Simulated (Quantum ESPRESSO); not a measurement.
Write the native input for Quantum ESPRESSO 7.5 that does the following.

```
Task                : dielectric tensor
Functional          : PBE
Potentials or basis : GBRV 1.5 PBE
Cutoff              : 612 eV
Density cutoff      : 4898 eV
k mesh              : 2 × 2 × 2
Occupations         : fermi-dirac, width 0.05 eV
Spin                : no spin polarisation
Mixing beta         : 0.5
Most SCF iterations : 120
SCF threshold       : 1e-09 Ry
```

Crystal: BaZrO3.

```xyz
5
Lattice="4.1913 0.0000 0.0000 0.0000 4.1913 0.0000 0.0000 0.0000 4.1913" Properties=species:S:1:pos:R:3 pbc="T T T"
Ba    0.0000    0.0000    0.0000
Zr    2.0957    2.0957    2.0957
O     2.0957    2.0957    0.0000
O     2.0957    0.0000    2.0957
O     0.0000    2.0957    2.0957
```

One way to write it, as run:

pw.in

```
&CONTROL
  calculation = 'scf'
  prefix = 'pwscf'
  outdir = './tmp'
  pseudo_dir = './pseudo'
  tprnfor = .true.
  tstress = .true.
  disk_io = 'low'
/
&SYSTEM
  ibrav = 0
  nat = 5
  ntyp = 3
  ecutwfc = 45
  ecutrho = 360
  nbnd = 28
  occupations = 'smearing'
  smearing = 'fd'
  degauss = 0.00367493
/
&ELECTRONS
  conv_thr = 1d-09
  electron_maxstep = 120
  mixing_beta = 0.5
/
ATOMIC_SPECIES
Ba   137.3270 ba_pbe_v1.uspp.F.UPF
Zr    91.2240 zr_pbe_v1.uspp.F.UPF
O     15.9990 o_pbe_v1.2.uspp.F.UPF
CELL_PARAMETERS angstrom
   4.1913400000    0.0000000000    0.0000000000
   0.0000000000    4.1913400000    0.0000000000
   0.0000000000    0.0000000000    4.1913400000
ATOMIC_POSITIONS crystal
Ba     0.0000000000    0.0000000000    0.0000000000
Zr     0.5000000000    0.5000000000    0.5000000000
O      0.5000000000    0.5000000000    0.0000000000
O      0.5000000000    0.0000000000    0.5000000000
O      0.0000000000    0.5000000000    0.5000000000
K_POINTS automatic
2 2 2 0 0 0
```

scf2.in

```
&CONTROL
  calculation = 'scf'
  prefix = 'pwscf'
  outdir = './tmp'
  pseudo_dir = './pseudo'
  tprnfor = .true.
  tstress = .true.
  disk_io = 'low'
/
&SYSTEM
  ibrav = 0
  nat = 5
  ntyp = 3
  ecutwfc = 45
  ecutrho = 360
  nbnd = 28
  occupations = 'fixed'
/
&ELECTRONS
  conv_thr = 1d-13
  electron_maxstep = 120
  mixing_beta = 0.5
  startingpot = 'file'
  startingwfc = 'file'
/
ATOMIC_SPECIES
Ba   137.3270 ba_pbe_v1.uspp.F.UPF
Zr    91.2240 zr_pbe_v1.uspp.F.UPF
O     15.9990 o_pbe_v1.2.uspp.F.UPF
CELL_PARAMETERS angstrom
   4.1913400000    0.0000000000    0.0000000000
   0.0000000000    4.1913400000    0.0000000000
   0.0000000000    0.0000000000    4.1913400000
ATOMIC_POSITIONS crystal
Ba     0.0000000000    0.0000000000    0.0000000000
Zr     0.5000000000    0.5000000000    0.5000000000
O      0.5000000000    0.5000000000    0.0000000000
O      0.5000000000    0.0000000000    0.5000000000
O      0.0000000000    0.5000000000    0.5000000000
K_POINTS automatic
2 2 2 0 0 0
```

ph.in

```
dielectric of BaZrO3
&INPUTPH
  prefix = 'pwscf'
  outdir = './tmp'
  tr2_ph = 1d-18
  fildyn = 'dyn'
  niter_ph = 90
  alpha_mix(1) = 0.7
  epsil = .true.
  trans = .false.
  zeu = .true.
/
0.0000000000 0.0000000000 0.0000000000
```

Potentials or basis: GBRV 1.5 PBE.

Command:

```console
$ OMP_NUM_THREADS=1 pw.x -in pw.in > pw.out
$ OMP_NUM_THREADS=1 pw.x -in scf2.in > scf2.out
$ OMP_NUM_THREADS=1 ph.x -in ph.in > ph.out
```

It gave:

```
Pressure               : 6.2 GPa
Band gap on the k mesh : 3.03 eV, indirect (least direct gap 3.25 eV)
```

Caveat: the k mesh is coarse (spacing up to 0.75 Å⁻¹), so the values aren't converged; the cell is more than 3 GPa from zero pressure, which shifts response properties; spin-orbit coupling is left out, which moves the levels of the heavy elements.

Run time: 3.4 min on 1 thread of Intel(R) Xeon(R) Platinum 8259CL CPU @ 2.50GHz (Skylake/Cascade Lake), on a shared host, peak memory 0.4 GiB.
